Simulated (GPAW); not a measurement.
# Cu (I4/mmm) in GPAW: notebook, part 2 of 2

GPAW 26.7.0. Earlier steps stand in the parts before.

## Step 5: Relaxation of cell and atoms, PBEsol+D3(BJ)+ATM

The input, run.py:

```python
from ase import Atoms
from ase.calculators.mixing import SumCalculator
from ase.filters import FrechetCellFilter
from ase.io import write
from ase.optimize import BFGS
from dftd3.ase import DFTD3
from gpaw import GPAW, PW, setup_paths

setup_paths.insert(0, '.')

atoms = Atoms(['Cu'],
              cell=[[-1.44279332, 1.44279332, 1.37608145],
                    [1.44279332, -1.44279332, 1.37608145],
                    [1.44279332, 1.44279332, -1.37608145]],
              scaled_positions=[[0.0, 0.0, 0.0]],
              pbc=True)

calc = GPAW(mode=PW(600),
            xc='PBEsol',
            kpts={'size': (13, 13, 13), 'gamma': True},
            occupations={'name': 'fermi-dirac', 'width': 0.05},
            nbands=14,
            convergence={'density': 1e-05, 'forces': 0.0001},
            maxiter=150,
            txt='gpaw.txt')
atoms.calc = SumCalculator([calc, DFTD3(damping='d3bj', params_tweaks=dict(method='pbesol', atm=True))])
opt = BFGS(FrechetCellFilter(atoms), trajectory='relax.traj', logfile='-')
done = opt.run(fmax=0.02, steps=60)
calc.write('gs.gpw')
write('result.traj', atoms)
print('Converged:', done)
print('Cell:', atoms.cell.cellpar().round(4))
print('Volume:', round(atoms.get_volume(), 4))
print(atoms.get_scaled_positions().round(5))
```

Potentials or basis: PAW data sets generated in the run's folder for this functional, pw.

Launch:

```sh
gpaw-setup -f PBEsol Cu
OMP_NUM_THREADS=1 python run.py
```

gpaw.txt:

```text
__  _  _
 | _ |_)|_||  |
 |__||  | ||/\| - 26.7.0

Input parameters:
  mode=PW(ecut=600.0),
  convergence={'density': 1e-05, 'forces': 0.0001},
  kpts=MonkhorstPack(size=(13, 13, 13), gamma=True),
  maxiter=150,
  nbands=14,
  occupations=Occupations(name='fermi-dirac', width=0.05),
  xc=XC(name='PBEsol')

Diagonalizing LCAO Hamiltonian
Converting LCAO to pw mode

       Cu

Atoms  # Å, Bohr magnetons
|   | symbol |        x |        y |        z |    initial magnetic moments |
|---|--------|----------|----------|----------|-----------------------------|
| 0 |     Cu | 0.000000 | 0.000000 | 0.000000 | ( 0.0000,  0.0000,  0.0000) |

Unit cell  # Å
| periodic |         x |         y |         z |  lengths |     angles |
[... 212 lines left out ...]
|      yes | -1.435641 |  1.435641 |  1.369244 | 2.448869 | 108.217793 |
|      yes |  1.435641 | -1.435641 |  1.369244 | 2.448869 | 108.217793 |
|      yes |  1.435641 |  1.435641 | -1.369244 | 2.448869 | 112.008256 |
[... 183 lines left out ...]
Stress tensor  # eV/Ang^3
|         x |         y |         z |
|-----------|-----------|-----------|
| -0.019742 | -0.000000 |  0.000000 |
| -0.000000 | -0.019742 | -0.000000 |
|  0.000000 | -0.000000 | -0.020504 |

Forces  # eV/Ang
|        x |        y |       z |
|----------|----------|---------|
| -0.00000 | -0.00000 | 0.00000 |  # Cu   0

Interpolating wave functions to new cell

       Cu

Atoms  # Å, Bohr magnetons
|   | symbol |        x |         y |         z |    initial magnetic moments |
|---|--------|----------|-----------|-----------|-----------------------------|
| 0 |     Cu | 0.000000 | -0.000000 | -0.000000 | ( 0.0000,  0.0000,  0.0000) |

Unit cell  # Å
| periodic |         x |         y |         z |  lengths |     angles |
|----------|-----------|-----------|-----------|----------|------------|
|      yes | -1.428486 |  1.428486 |  1.362754 | 2.436851 | 108.224156 |
|      yes |  1.428486 | -1.428486 |  1.362754 | 2.436851 | 108.224156 |
|      yes |  1.428486 |  1.428486 | -1.362754 | 2.436851 | 111.995217 |
[... 183 lines left out ...]
Stress tensor  # eV/Ang^3
|         x |         y |         z |
|-----------|-----------|-----------|
| -0.036396 |  0.000000 |  0.000000 |
|  0.000000 | -0.036396 | -0.000000 |
|  0.000000 | -0.000000 | -0.037925 |

Forces  # eV/Ang
|        x |       y |       z |
|----------|---------|---------|
| -0.00000 | 0.00000 | 0.00000 |  # Cu   0

# Writing to gs.gpw (mode='')
```

stdout:

```text
Step          Energy          fmax
BFGS:    0       -4.664059        0.348696
BFGS:    1       -4.667727        0.175864
BFGS:    2       -4.668738        0.019332
Converged: True
Cell: [  2.4369   2.4369   2.4369 108.2242 108.2242 111.9952]
Volume: 11.1232
[[0. 0. 0.]]
```

It took 82 s on 1 thread of Intel Xeon Platinum 8259CL at 2.50GHz (Skylake/Cascade Lake), shared host; peak memory 0.18 GiB.

What came out:

```yaml
Free_energy: -4.6700 eV
Relaxed_volume: 11.12 Å³/atom
Relaxed_cell: a = 2.437 Å, b = 2.437 Å, c = 2.437 Å, α = 108.22°, β = 108.22°, γ = 112.00°
Space_group_after_relaxing_to_0.05_Å: I4/mmm (No. 139)
Energy_gained_by_relaxing: 4.7 meV/atom
Ionic_steps: 3
Pressure_after_relaxing: 0.1 GPa
Band_gap_on_the_k_mesh: none (metal or under the smearing width)
Dispersion_energy_per_atom: -0.477 eV
```

The path:
```csv
step,energy change (eV),largest force (eV/Å),pressure (GPa),volume (Å³)
1,0.0000,0.0000,-4.87,11.46
2,-0.0037,0.0000,-2.46,11.29
3,-0.0047,0.0000,0.12,11.12
```

Final structure:
```
CELL_PARAMETERS angstrom
-1.42849 1.42849 1.36275
1.42849 -1.42849 1.36275
1.42849 1.42849 -1.36275
ATOMIC_POSITIONS crystal
Cu 0.00000 0.00000 0.00000
```

Caveat: with this Cu data set, volumes or pressures lay over 1.5 % or 2 GPa off other programs in two to four cells of ten; later steps reuse the first step's grids; pairwise dispersion overbinds metals, which lowers pressure and volume.

## Step 6: Relaxation of cell and atoms, PBEsol+D4

Edit run.py of step 5 so:

```diff
@@ -5,3 +5,3 @@
 from ase.optimize import BFGS
-from dftd3.ase import DFTD3
+from dftd4.ase import DFTD4
 from gpaw import GPAW, PW, setup_paths
@@ -25,3 +25,3 @@
             txt='gpaw.txt')
-atoms.calc = SumCalculator([calc, DFTD3(damping='d3bj', params_tweaks=dict(method='pbesol', atm=True))])
+atoms.calc = SumCalculator([calc, DFTD4(method='pbesol')])
 opt = BFGS(FrechetCellFilter(atoms), trajectory='relax.traj', logfile='-')
```

Potentials or basis: PAW data sets generated in the run's folder for this functional, pw.

Launch:

```sh
gpaw-setup -f PBEsol Cu
OMP_NUM_THREADS=1 python run.py
```

gpaw.txt:

```text
__  _  _
 | _ |_)|_||  |
 |__||  | ||/\| - 26.7.0

Input parameters:
  mode=PW(ecut=600.0),
  convergence={'density': 1e-05, 'forces': 0.0001},
  kpts=MonkhorstPack(size=(13, 13, 13), gamma=True),
  maxiter=150,
  nbands=14,
  occupations=Occupations(name='fermi-dirac', width=0.05),
  xc=XC(name='PBEsol')

Diagonalizing LCAO Hamiltonian
Converting LCAO to pw mode

       Cu

Atoms  # Å, Bohr magnetons
|   | symbol |        x |        y |        z |    initial magnetic moments |
|---|--------|----------|----------|----------|-----------------------------|
| 0 |     Cu | 0.000000 | 0.000000 | 0.000000 | ( 0.0000,  0.0000,  0.0000) |

Unit cell  # Å
| periodic |         x |         y |         z |  lengths |     angles |
|----------|-----------|-----------|-----------|----------|------------|
|      yes | -1.442793 |  1.442793 |  1.376081 | 2.461078 | 108.218096 |
|      yes |  1.442793 | -1.442793 |  1.376081 | 2.461078 | 108.218096 |
|      yes |  1.442793 |  1.442793 | -1.376081 | 2.461078 | 112.007635 |
[... 131 lines left out ...]
SCF iterations
|iter     | |      energy | eigst |  dens |force |
|---------|-|-------------|-------|-------|------|
|iter:   1| |   -5.233624 | -0.43 |       |      |
|iter:   2| |   -4.841388 | -3.05 | -0.88 |      |
|iter:   3| |   -4.216503 | -1.94 | -0.98 |      |
|iter:   4| |   -4.206166 | -3.94 | -1.82 |      |
|iter:   5| |   -4.198761 | -3.60 | -1.96 |      |
|iter:   6| |   -4.198777 | -6.41 | -3.51 |      |
|iter:   7| |   -4.198782c| -6.12 | -3.63 |      |
|iter:   8| |   -4.198782c| -7.59c| -4.64 |      |
|iter:   9| |   -4.198782c| -8.06c| -5.08c|      |
|iter:  10| |   -4.198782c| -9.13c| -6.00c|-24.03c|
[... 258 lines left out ...]
|        x |       y |       z |
|----------|---------|---------|
| -0.00000 | 0.00000 | 0.00000 |  # Cu   0

Interpolating wave functions to new cell

       Cu

Atoms  # Å, Bohr magnetons
|   | symbol |         x |         y |        z |    initial magnetic moments |
|---|--------|-----------|-----------|----------|-----------------------------|
| 0 |     Cu | -0.000000 | -0.000000 | 0.000000 | ( 0.0000,  0.0000,  0.0000) |

Unit cell  # Å
| periodic |         x |         y |         z |  lengths |     angles |
|----------|-----------|-----------|-----------|----------|------------|
|      yes | -1.432426 |  1.432426 |  1.366412 | 2.443516 | 108.222235 |
|      yes |  1.432426 | -1.432426 |  1.366412 | 2.443516 | 108.222235 |
|      yes |  1.432426 |  1.432426 | -1.366412 | 2.443516 | 111.999153 |
[... 131 lines left out ...]
SCF iterations
|iter     | |      energy | eigst |  dens |force |
|---------|-|-------------|-------|-------|------|
|iter:   1| |   -4.197202 | -3.25 |       |      |
|iter:   2| |   -4.196271 | -5.56 | -2.16 |      |
|iter:   3| |   -4.194697c| -4.60 | -2.25 |      |
|iter:   4| |   -4.194690c| -5.64 | -2.98 |      |
|iter:   5| |   -4.194702c| -5.10 | -3.14 |      |
|iter:   6| |   -4.194702c| -8.11c| -4.13 |      |
|iter:   7| |   -4.194702c| -7.88c| -4.22 |      |
|iter:   8| |   -4.194702c| -9.66c| -5.73c|      |
|iter:   9| |   -4.194702c|-10.05c| -6.12c|-25.17c|

Converged in 9 steps
Energy contributions relative to reference atoms: (reference = -44984.480490)

Energy contributions:
  Kinetic:         -12.449217
  Coulomb:          10.021662
  Zero:              0.060333
  External:          0.000000
  Xc:               -1.826241
  Entropy:          -0.002481
  Spinorbit:         0.000000
  ----------------------------
  Free energy:      -4.195943
  Extrapolated:     -4.194702
[... 25 lines left out ...]
Stress tensor  # eV/Ang^3
|         x |         y |         z |
|-----------|-----------|-----------|
| -0.026989 | -0.000000 |  0.000000 |
| -0.000000 | -0.026989 | -0.000000 |
|  0.000000 | -0.000000 | -0.028075 |

Forces  # eV/Ang
|        x |       y |       z |
|----------|---------|---------|
| -0.00000 | 0.00000 | 0.00000 |  # Cu   0

# Writing to gs.gpw (mode='')
```

stdout:

```text
Step          Energy          fmax
BFGS:    0       -4.531937        0.251584
BFGS:    1       -4.533797        0.127234
BFGS:    2       -4.534296        0.012335
Converged: True
Cell: [  2.4435   2.4435   2.4435 108.2222 108.2222 111.9992]
Volume: 11.2147
[[0. 0. 0.]]
```

Wall time 90 s (1 thread of Intel Xeon Platinum 8259CL at 2.50GHz (Skylake/Cascade Lake), shared host); peak memory 0.2 GiB.

What came out:

```
Free energy                            : -4.5355 eV
Relaxed volume                         : 11.21 Å³/atom
Relaxed cell                           : a = 2.444 Å, b = 2.444 Å, c = 2.444 Å, α = 108.22°, β = 108.22°, γ = 112.00°
Space group after relaxing (to 0.05 Å) : I4/mmm (No. 139)
Energy gained by relaxing              : 2.4 meV/atom
Ionic steps                            : 3
Pressure after relaxing                : 0.1 GPa
Band gap on the k mesh                 : none (metal or under the smearing width)
Dispersion energy per atom             : -0.340 eV
```

The path:
```
step  energy change (eV)  largest force (eV/Å)  pressure (GPa)  volume (Å³)
   1              0.0000                0.0000           -3.51        11.46
   2             -0.0019                0.0000           -1.77        11.34
   3             -0.0024                0.0000            0.06        11.21
```

Final structure:
```cif
data_structure
_symmetry_space_group_name_H-M 'P 1'
_symmetry_Int_Tables_number 1
_cell_length_a 2.4435
_cell_length_b 2.4435
_cell_length_c 2.4435
_cell_angle_alpha 108.222
_cell_angle_beta 108.222
_cell_angle_gamma 111.999
_cell_volume 11.21
loop_
_atom_site_label
_atom_site_type_symbol
_atom_site_fract_x
_atom_site_fract_y
_atom_site_fract_z
_atom_site_occupancy
Cu1 Cu 0.00000 0.00000 0.00000 1
```

Levels at points of the mesh, in eV from the Fermi level:
```csv
k point,band 3,band 4,band 5,band 6,band 7,band 8,band 9,band 10
"(0.00, 0.00, 0.00)",-3.12,-3.12,-2.22,-2.01,25.64,25.64,26.92,29.27
```

Caveat: with this Cu data set, volumes or pressures lay over 1.5 % or 2 GPa off other programs in two to four cells of ten; later steps reuse the first step's grids; pairwise dispersion overbinds metals, which lowers pressure and volume.

## Step 7: The runs side by side

```tsv
level	gap on the mesh (eV)	pressure (GPa)	relaxed volume (Å³/atom)
PBEsol	none	0.0	11.50
PBEsol+D3	none	0.0	10.98
PBEsol+D3(BJ)	none	0.0	10.99
PBEsol+D3(BJ)+ATM	none	0.1	11.12
PBEsol+D4	none	0.1	11.21
```

Alike in all rows: task relaxation of cell and atoms; potentials or basis PAW data sets generated in the run's folder for this functional, pw; no spin polarisation; cell relaxed; k mesh 13 × 13 × 13; cutoff (eV) 600; smearing fermi-dirac 0.05 eV.

Caveats: with this Cu data set, volumes or pressures lay over 1.5 % or 2 GPa off other programs in two to four cells of ten; later steps reuse the first step's grids; pairwise dispersion overbinds metals, which lowers pressure and volume (some runs).

Absolute energies hang on the potentials; compare differences alone.
